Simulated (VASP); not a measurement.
All values below come from PBEsol GGA, VASP's PBE PAW potentials (set 64) (plane waves; VASP).

The input files of a VASP run:

### INCAR
```
ALGO  =  Normal
EDIFF  =  1E-6
ENCUT  =  400
GGA  =  PS
ISIF  =  2
ISMEAR  =  0
LASPH  =  .TRUE.
LCHARG  =  .FALSE.
LMAXMIX  =  4
LREAL  =  .FALSE.
LWAVE  =  .FALSE.
NELM  =  100
PREC  =  Accurate
SIGMA  =  0.01
SYSTEM  =  ZrO2
```

**KPOINTS**
```
K-points
0
Gamma
 3 3 3
0 0 0.5
```

### POSCAR
```
ZrO2
5.153990
  1.0000000000   0.0000000000   0.0000000000
  0.0000000000   1.0143810912   0.0000000000
 -0.1695511633   0.0000000000   1.0200974391
Zr O
4 8
Direct
  0.7236900000   0.9578500000   0.7904000000
  0.2763100000   0.0421500000   0.2096000000
  0.2763100000   0.4578500000   0.7096000000
  0.7236900000   0.5421500000   0.2904000000
  0.0692100000   0.1662900000   0.8438300000
  0.9307900000   0.8337100000   0.1561700000
  0.9307900000   0.6662900000   0.6561700000
  0.0692100000   0.3337100000   0.3438300000
  0.5507000000   0.2574200000   0.0214000000
  0.4493000000   0.7425800000   0.9786000000
  0.4493000000   0.7574200000   0.4786000000
  0.5507000000   0.2425800000   0.5214000000
```

POTCAR, in this order: Zr_sv O (PBE.64 set). Program: vasp_std.

Output of the run:

**OSZICAR**
```
       N       E                     dE             d eps       ncg     rms          rms(c)
DAV:   1     0.827968278393E+03    0.82797E+03   -0.47016E+04  1140   0.141E+03
DAV:   2    -0.690824568785E+02   -0.89705E+03   -0.87281E+03  1414   0.433E+02
DAV:   3    -0.136618834716E+03   -0.67536E+02   -0.67228E+02  1488   0.113E+02
DAV:   4    -0.141834430527E+03   -0.52156E+01   -0.52117E+01  1816   0.251E+01
DAV:   5    -0.142062649876E+03   -0.22822E+00   -0.22820E+00  1448   0.389E+00    0.539E+01
DAV:   6    -0.120452055291E+03    0.21611E+02   -0.11814E+02  1435   0.489E+01    0.240E+01
DAV:   7    -0.120470383569E+03   -0.18328E-01   -0.91257E+00  1600   0.121E+01    0.128E+01
DAV:   8    -0.120385224621E+03    0.85159E-01   -0.78836E-01  1424   0.446E+00    0.125E+00
DAV:   9    -0.120379441883E+03    0.57827E-02   -0.17118E-01  1392   0.160E+00    0.712E-01
DAV:  10    -0.120379258941E+03    0.18294E-03   -0.28532E-02  1368   0.891E-01    0.280E-01
DAV:  11    -0.120379776529E+03   -0.51759E-03   -0.27246E-03  1432   0.271E-01    0.731E-02
DAV:  12    -0.120379773876E+03    0.26530E-05   -0.67979E-04  1384   0.116E-01    0.491E-02
DAV:  13    -0.120379773412E+03    0.46440E-06   -0.27338E-04  1312   0.796E-02    0.362E-02
DAV:  14    -0.120379767122E+03    0.62897E-05   -0.40392E-05  1328   0.334E-02    0.432E-03
DAV:  15    -0.120379768198E+03   -0.10762E-05   -0.72905E-06  1328   0.115E-02    0.411E-03
DAV:  16    -0.120379768024E+03    0.17422E-06   -0.82831E-07   816   0.516E-03
   1 F= -.12037977E+03 E0= -.12037977E+03  d E =-.317022E-26
```

File OUTCAR:
```
------------------------ aborting loop because EDIFF is reached ----------------------------------------
  FORCE on cell =-STRESS in cart. coord.  units (eV):
  Direction    XX          YY          ZZ          XY          YZ          ZX
  --------------------------------------------------------------------------------------
  Total       -7.5246658     -7.5288157     -7.6142012      0.0000000      0.0000000     -0.3044953
  in kB      -85.0989651    -85.1458983    -86.1115511      0.0000000      0.0000000     -3.4436396
  external PRESSURE =     -85.4521382 kB  Pullay stress =       0.0000000 kB
  volume of cell :      141.67
      direct lattice vectors                 reciprocal lattice vectors
     5.153990000  0.000000000  0.000000000     0.194024435  0.000000000  0.032248947
     0.000000000  5.228110000  0.000000000     0.000000000  0.191273711  0.000000000
    -0.873865000  0.000000000  5.257572000     0.000000000  0.000000000  0.190201865
 POSITION                                       TOTAL-FORCE (eV/Angst)
 -----------------------------------------------------------------------------------
      3.03919      5.00775      4.15558        -0.048366     -0.053317      0.007742
      1.24094      0.22036      1.10199         0.048366      0.053317     -0.007742
      0.80400      2.39369      3.73077         0.048366     -0.053317     -0.007742
      3.47612      2.83442      1.52680        -0.048366      0.053317      0.007742
     -0.38069      0.86938      4.43650        -0.013122     -0.009307      0.019354
      4.66081      4.35873      0.82108         0.013122      0.009307     -0.019354
      4.22388      3.48344      3.44986         0.013122     -0.009307     -0.019354
      0.05625      1.74467      1.80771        -0.013122      0.009307      0.019354
      2.81960      1.34582      0.11251        -0.025986     -0.002890      0.008930
      1.46052      3.88229      5.14506         0.025986      0.002890     -0.008930
      1.89746      3.95988      2.51627         0.025986     -0.002890     -0.008930
      2.38267      1.26823      2.74130        -0.025986      0.002890      0.008930
 -----------------------------------------------------------------------------------
    total drift:                               -0.000000     -0.000000      0.000000
  FREE ENERGIE OF THE ION-ELECTRON SYSTEM (eV)
  ---------------------------------------------------
  free  energy   TOTEN  =      -120.3797680238 eV

  energy  without entropy=     -120.3797680238  energy(sigma->0) =     -120.37976802
```
(Selected blocks of OUTCAR.)

At this cut-off the stress carries a Pulay error, which pulls relaxed volumes low.

The structure comes from a computed database's ZrO2 entry, a phase known from measurement. The cell was not relaxed at this level. The run is one of a series of settings (KPOINTS 3×3×3 Γ-centred mesh shifted by (0, 0, 0.5) against the base run), some of them coarse on purpose.
